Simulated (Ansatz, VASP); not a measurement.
# SiC3: VASP beside Ansatz

```
CELL_PARAMETERS angstrom
2.71447 0.00000 0.00000
0.00000 2.71447 0.00000
0.00000 0.00000 3.97021
ATOMIC_POSITIONS crystal
C 0.50000 0.00000 0.78870
C 0.50000 0.50000 0.00000
C 0.00000 0.50000 0.21130
Si 0.00000 0.00000 0.50000
```

Change from the starting cell: hydrostatic strain -2.9%.

Alike in both runs: task single point; functional r2SCAN; k mesh 10 × 10 × 6; no spin polarisation.

|  | VASP | Ansatz |
| --- | --- | --- |
| version | VASP 6.6.1 | Ansatz 0.2.0 |
| potentials or method | VASP PAW PBE potentials, release 64 (C, Si) | plane waves, PAW |
| plane-wave cutoff (eV) | 520 | 500 |
| occupations | gaussian, width 0.01 eV | fixed |
| valence electrons in the cell | 16 | 16 |

```tsv
	VASP	Ansatz	Ansatz less VASP
gap on the k mesh at the Fermi level (eV)	1.60	1.59	-0.010
pressure (GPa)	30.8	30.8	0.00
largest component of the traceless stress (GPa)	3.14	3.39	+0.251
rms of the force components (eV/Å)	0.025	0.001	-0.0247
```

Atom by atom the forces differ by 0.026 eV/Å (rms over components).

Caveats: so large a pressure means that the cell lies far from this level's equilibrium, or that cutoff or potentials fall short (VASP); the potentials were made for another functional, which shifts forces and pressure (VASP). A k mesh can miss the band edges.
